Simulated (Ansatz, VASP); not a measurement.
Cs3Cl2 in VASP and in Ansatz

INCAR

```
PREC     = Accurate       # precision mode
ENCUT    = 520            # plane-wave cutoff, eV
EDIFF    = 1E-6           # SCF threshold, eV
ISMEAR   = 0              # smearing method
SIGMA    = 0.1            # smearing width, eV
LREAL    = F              # projectors in reciprocal space
LASPH    = T              # aspherical terms in the spheres
NELM     = 100            # most SCF steps
ALGO     = Normal         # electronic algorithm
ISIF     = 2              # what is computed and relaxed
LWAVE    = F              # write WAVECAR
LCHARG   = T              # write CHGCAR
GGA      = PE             # functional
LELF     = T              # ELF
LVHAR    = T            
NBANDS   = 28             # bands
```

Contents of KPOINTS:

```
regular mesh
0
Gamma
  4 4 4
```

File POSCAR:

```
Cs3Cl2
1.0
    6.1854301800      0.0000000000      0.0000000000
    0.0000000000      6.1854301800      0.0000000000
    0.0000000000      0.0000000000      6.1854301800
Cs Cl
3 2
Direct
    0.0000000000      0.5000000000      0.5000000000
    0.5000000000      0.0000000000      0.5000000000
    0.5000000000      0.5000000000      0.0000000000
    0.0000000000      0.0000000000      0.0000000000
    0.5000000000      0.5000000000      0.5000000000
```

Input for Ansatz:

```yaml
crystal:
  lattice:
    - [6.18543018, 0.0, 0.0]
    - [0.0, 6.18543018, 0.0]
    - [0.0, 0.0, 6.18543018]
  atoms:
    - { symbol: Cs, position: [0.0, 0.5, 0.5] }
    - { symbol: Cs, position: [0.5, 0.0, 0.5] }
    - { symbol: Cs, position: [0.5, 0.5, 0.0] }
    - { symbol: Cl, position: [0.0, 0.0, 0.0] }
    - { symbol: Cl, position: [0.5, 0.5, 0.5] }
basis:
  ecutwfc: 420
kpoints:
  mp_grid: { grid: [4, 4, 4] }
hamiltonian:
  xc: pbe
scf:
  occupations: { method: gaussian, width: 0.1 }
  lower_state_search: "off"
output:
  forces: true
  stress: true
  eigenvalues: true
```

Alike in both runs: task single point; functional PBE; k mesh 4 × 4 × 4; occupations gaussian, width 0.1 eV; no spin polarisation.

|  | VASP | Ansatz |
| --- | --- | --- |
| version | VASP 6.6.1 | Ansatz 0.2.0 |
| potentials or method | VASP PAW PBE potentials, release 64 (Cs_sv, Cl) | scalar-relativistic, plane waves, PAW |
| plane-wave cutoff (eV) | 520 | 420 |
| valence electrons in the cell | 41 | 41 |

Ansatz gave:

| Item | Value |
| --- | --- |
| gap on the k mesh at the Fermi level (eV) | none |
| pressure (GPa) | 3.2 |

Question: Which values does VASP return?

Answer: gap on the k mesh at the Fermi level (eV): none; pressure (GPa): 3.3.

A gap of «none» marks a metal or a gap that the smearing closes.

Caveats: an odd number of electrons without spin polarisation forces a metal; a magnetic or distorted state may lie lower. Spin-orbit coupling is left out, which matters for the levels of Cs.
